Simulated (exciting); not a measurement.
# HgSe (F-43m) in exciting: reference runs

Reference runs on HgSe: the cell as given.

Program: exciting (release sodium). These are calculated values, not measurements. Logs are shortened: lines on timing, memory, paths and dates and some standing lists are left out, and cuts for length are marked.

## 1. The crystal as given

Symmetry: F-43m, No. 216, cubic system. Conventional cell: a = 6.078 Å, b = 6.078 Å, c = 6.078 Å, α = 90.00°, β = 90.00°, γ = 90.00°. Hg (site symmetry -43m) is surrounded by 4 Se at 2.63 Å. Se (site symmetry -43m) is surrounded by 4 Hg at 2.63 Å.

## 2. Single point, PBE

File input.xml:

```xml
<input>
  <title>HgSe</title>
  <structure speciespath="./" tshift="false">
    <crystal scale="1">
      <basevect>0.000000000000 5.742877692738 5.742877692738</basevect>
      <basevect>5.742877692738 0.000000000000 5.742877692738</basevect>
      <basevect>5.742877692738 5.742877692738 0.000000000000</basevect>
    </crystal>
    <species speciesfile="Hg.xml" rmt="2.3">
      <atom coord="0.000000000000 0.000000000000 0.000000000000"/>
    </species>
    <species speciesfile="Se.xml" rmt="2">
      <atom coord="0.750000000000 0.750000000000 0.750000000000"/>
    </species>
  </structure>
  <groundstate do="fromscratch" ngridk="8 8 8" rgkmax="9" gmaxvr="14" lmaxapw="10" lmaxmat="10" lmaxvr="8" xctype="GGA_PBE" stype="Fermi Dirac" swidth="0.00183747" nempty="10" ValenceRelativity="iora*" epsengy="1e-05" epspot="1e-05" maxscl="60" tforce="true" outputlevel="normal"/>
</input>
```

Potentials or basis: all-electron LAPW+lo, shipped species files, valence relativity iora*.

Started as:

```sh
OMP_NUM_THREADS=1 exciting_smp
```

INFO.OUT:

```text
================================================================================
EXCITING SODIUM started
[... 10 lines left out ...]

 Lattice vectors (cartesian) :
      0.0000000000      5.7428776927      5.7428776927
      5.7428776927      0.0000000000      5.7428776927
      5.7428776927      5.7428776927      0.0000000000

 Reciprocal lattice vectors (cartesian) :
     -0.5470415394      0.5470415394      0.5470415394
      0.5470415394     -0.5470415394      0.5470415394
      0.5470415394      0.5470415394     -0.5470415394

 Unit cell volume                           :     378.8076116648
 Brillouin zone volume                      :       0.6548184509

 Species :    1 (Hg)
     parameters loaded from                 :    Hg.xml
     name                                   :    mercury
     nuclear charge                         :     -80.00000000
     electronic charge                      :      80.00000000
     atomic mass                            :  365653.20120000
     muffin-tin radius                      :       2.30000000
     # of radial points in muffin-tin       :     450

     atomic positions (lattice) :
       1 :   0.00000000  0.00000000  0.00000000

 Species :    2 (Se)
     parameters loaded from                 :    Se.xml
     name                                   :    selenium
     nuclear charge                         :     -34.00000000
     electronic charge                      :      34.00000000
     atomic mass                            :  143935.27480000
     muffin-tin radius                      :       2.00000000
     # of radial points in muffin-tin       :     350

     atomic positions (lattice) :
       1 :   0.75000000  0.75000000  0.75000000

 Total number of atoms per unit cell        :       2

 Spin treatment                             :    spin-unpolarised

 Number of Bravais lattice symmetries       :      48
 Number of crystal symmetries               :      24

 k-point grid                               :       8    8    8
 Total number of k-points                   :      43
 k-point set is reduced with crystal symmetries

 R^MT_min * |G+k|_max (rgkmax)              :       9.00000000
 Species with R^MT_min                      :       2 (Se)
 Maximum |G+k| for APW functions            :       4.50000000
 Maximum |G| for potential and density      :      14.00000000

 G-vector grid sizes                        :      40    40    40
 Total number of G-vectors                  :   17477

 Maximum angular momentum used for
     APW functions                          :      10
     computing H and O matrix elements      :      10
     potential and density                  :       8
     inner part of muffin-tin               :       2

 Total nuclear charge                       :    -114.00000000
 Total electronic charge                    :     114.00000000
 Total core charge                          :      80.00000000
 Total valence charge                       :      34.00000000

 Number of empty states                     :      10
 Total number of valence states             :      28

 Maximum Hamiltonian size                   :     630
 Maximum number of plane-waves              :     604
 Total number of local-orbitals             :      26

 Exchange-correlation type                  :      20
     Perdew-Burke-Ernzerhof, Phys. Rev. Lett. 77, 3865 (1996)
     Generalised gradient approximation (GGA)

 Smearing scheme                            :    Fermi-Dirac
 Smearing width                             :       0.00183747

 Using multisecant Broyden potential mixing
[... 16 lines left out ...]
+ SCF iteration number :    1                                                  +
++++++++++++++++++++++++++++++++++++++++++++++++++++++++++++++++++++++++++++++++
 Total energy                               :    -22082.74778126
 _______________________________________________________________
 Fermi energy                               :         0.16662787
 Kinetic energy                             :     25185.14898569
 Coulomb energy                             :    -46806.20041151
 Exchange energy                            :      -455.11173575
 Correlation energy                         :        -6.58461969
[... 473 lines left out ...]
 RMS change in effective potential (target) :  0.628643E-09  ( 0.100000E-04)
 Absolute change in total energy   (target) :  0.378026E-05  ( 0.100000E-04)
 Charge distance                   (target) :  0.605265E-09  ( 0.100000E-04)
 Abs. change in max-nonIBS-force   (target) :   0.00000      ( 0.500000E-04)

++++++++++++++++++++++++++++++++++++++++++++++++++++++++++++++++++++++++++++++++
| Convergency criteria checked for the last 2 iterations                       +
| Convergence targets achieved. Performing final SCF iteration                 +
++++++++++++++++++++++++++++++++++++++++++++++++++++++++++++++++++++++++++++++++
 Total energy                               :    -22092.08731969
 _______________________________________________________________
 Fermi energy                               :         0.17357373
 Kinetic energy                             :     25177.71195920
 Coulomb energy                             :    -46807.99542597
 Exchange energy                            :      -455.21617085
 Correlation energy                         :        -6.58768207

 DOS at Fermi energy (states/Ha/cell)       :         1.72370148

 Electron charges :
     core                                   :        80.00000000
     core leakage                           :         0.00198093
     valence                                :        34.00000000
     interstitial                           :         5.14140117
     charge in muffin-tin spheres :
                  atom     1    Hg          :        77.64155994
                  atom     2    Se          :        31.21703889
     total charge in muffin-tins            :       108.85859883
     total charge                           :       114.00000000

++++++++++++++++++++++++++++++++++++++++++++++++++++++++++++++++++++++++++++++++
+ Self-consistent loop stopped                                                 +
++++++++++++++++++++++++++++++++++++++++++++++++++++++++++++++++++++++++++++++++
 STATE.OUT is written

--------------------------------------------------------------------------------
- Writing atomic positions and forces                                          -
--------------------------------------------------------------------------------

 Atomic positions (lattice) :
 atom     1  Hg  :     0.00000000    0.00000000    0.00000000
 atom     2  Se  :     0.75000000    0.75000000    0.75000000

 Total atomic forces including IBS (cartesian) :
 atom     1  Hg  :    -0.00000000   -0.00000000   -0.00000000
 atom     2  Se  :     0.00000000    0.00000000    0.00000000

 Atomic force components including IBS (cartesian) :
 atom     1  Hg  :     0.00000000   -0.00000000    0.00000000   HF force
                 :    -0.00000000    0.00000000    0.00000000   core correction
                 :    -0.00000000    0.00000000    0.00000000   IBS correction
 atom     2  Se  :    -0.00000000    0.00000000   -0.00000000   HF force
                 :     0.00000000   -0.00000000   -0.00000000   core correction
                 :     0.00000000   -0.00000000    0.00000000   IBS correction

********************************************************************************
* Groundstate module stopped                                                   *
********************************************************************************

================================================================================
| EXCITING SODIUM stopped                                                      =
================================================================================
```

LINENGY.OUT:

```text
Species :    1 (Hg), atom :    1
 APW functions :
  l =  0, order =  1 :   0.1500000000
  l =  1, order =  1 :   0.6775000000
  l =  2, order =  1 :  -0.2500000000E-02
  l =  3, order =  1 :   0.1500000000
  l =  3, order =  2 :   0.1500000000
  l =  4, order =  1 :   0.1500000000
[... 11 lines left out ...]
  l = 10, order =  1 :   0.1500000000
  l = 10, order =  2 :   0.1500000000
 local-orbital functions :
  l.o. =  1, l =  0, order =  1 :   0.1500000000
  l.o. =  1, l =  0, order =  2 :   0.1500000000
  l.o. =  2, l =  1, order =  1 :   0.6775000000
  l.o. =  2, l =  1, order =  2 :   0.6775000000
  l.o. =  3, l =  2, order =  1 :  -0.2500000000E-02
  l.o. =  3, l =  2, order =  2 :  -0.2500000000E-02
  l.o. =  4, l =  1, order =  1 :   0.6775000000
  l.o. =  4, l =  1, order =  2 :   0.6775000000
  l.o. =  4, l =  1, order =  3 :   -2.139150000

Species :    2 (Se), atom :    1
 APW functions :
  l =  0, order =  1 :   0.1362500000
  l =  1, order =  1 :   0.1500000000
  l =  2, order =  1 :    1.050000000
  l =  3, order =  1 :   0.1500000000
  l =  3, order =  2 :   0.1500000000
  l =  4, order =  1 :   0.1500000000
[... 11 lines left out ...]
  l = 10, order =  1 :   0.1500000000
  l = 10, order =  2 :   0.1500000000
 local-orbital functions :
  l.o. =  1, l =  0, order =  1 :   0.1362500000
  l.o. =  1, l =  0, order =  2 :   0.1362500000
  l.o. =  2, l =  1, order =  1 :   0.1500000000
  l.o. =  2, l =  1, order =  2 :   0.1500000000
  l.o. =  3, l =  2, order =  1 :    1.050000000
  l.o. =  3, l =  2, order =  2 :    1.050000000
  l.o. =  4, l =  2, order =  1 :    1.050000000
  l.o. =  4, l =  2, order =  2 :    1.050000000
  l.o. =  4, l =  2, order =  3 :   -1.574800000
```

It took 7.2 min on 1 thread of Arm Neoverse V1, shared host; peak memory 0.15 GiB.

What came out:

```yaml
Free_energy: -601156.3216 eV
Band_gap_on_the_k_mesh: none (metal or under the smearing width)
All_electrons_inside_the_program's_atomic_spheres: Hg 77.64; Se 31.22 (radii Hg 2.3, Se 2.0 bohr)
```

The run has no spin-orbit coupling, so splittings on Hg are missing.
